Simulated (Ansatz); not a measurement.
**Cu (hcp): from the first guess to the electronic structure**

What volume does Cu (hcp) take, and is it a metal or an insulator at this level? The pressure is brought towards zero step by step, and the electronic structure follows. Whether the element takes this structure at low temperature is a separate question.

This is Cu in the hcp structure; at room conditions it is fcc.

Method: DFT PBE, scalar-relativistic, plane waves, PAW, in Ansatz 0.2.0.

### 1 Starting point

It takes space group P6_3/mmc (No. 194, hexagonal). The conventional cell has a = 2.552 Å, b = 2.552 Å, c = 4.169 Å, α = 90.00°, β = 90.00°, γ = 120.00°. Around Cu (site symmetry -6m2) lie 12 Cu at 2.55 Å.

As a file:

```xyz
2
Lattice="2.5525 0.0000 0.0000 -1.2762 2.2105 0.0000 0.0000 0.0000 4.1691" Properties=species:S:1:pos:R:3 pbc="T T T"
Cu    0.0000    1.4737    3.1268
Cu    1.2762    0.7368    1.0423
```

### 2 Relaxing cell and atoms

Input file input.yaml:

```yaml
crystal:
  lattice:
    - [2.5524804075, 0.0, 0.0]
    - [-1.2762402038, 2.2105128756, 0.0]
    - [0.0, 0.0, 4.1690513323]
  atoms:
    - { symbol: Cu, position: [0.3333333333, 0.6666666667, 0.75] }
    - { symbol: Cu, position: [0.6666666667, 0.3333333333, 0.25] }
basis:
  ecutwfc: 420
  ecutrho_ratio: 4
kpoints:
  mp_grid: { grid: [18, 18, 10] }
hamiltonian:
  xc: pbe
scf:
  occupations: { method: gaussian, width: 0.05 }
output:
  forces: true
  stress: true
  eigenvalues: true
relax:
  f_tol: 0.01
  max_steps: 60
  cell: { stress_tol: 0.04 }
```

After this run come: Bands and density of states at the final cell.

Before running it: what results should come out? Wanted: space group; conventional cell; volume; pressure; gap; states at the Fermi level.

As calculated:

| quantity | value |
| --- | --- |
| space group | P6_3/mmc (No. 194) |
| conventional cell | a = 2.569 Å, b = 2.569 Å, c = 4.191 Å, α = 90.00°, β = 90.00°, γ = 120.00° |
| volume | 11.974 Å³/atom |
| pressure | -0.02 GPa |
| gap | none (metal) |
| states at the Fermi level | 0.67 per eV per cell |

From the first run shown, the volume went from 11.76 to 11.97 Å³/atom (+1.8 %) in one relaxation, where the pressure is zero within 0.02 GPa. Bands cross the Fermi level, so it is a metal at this level.
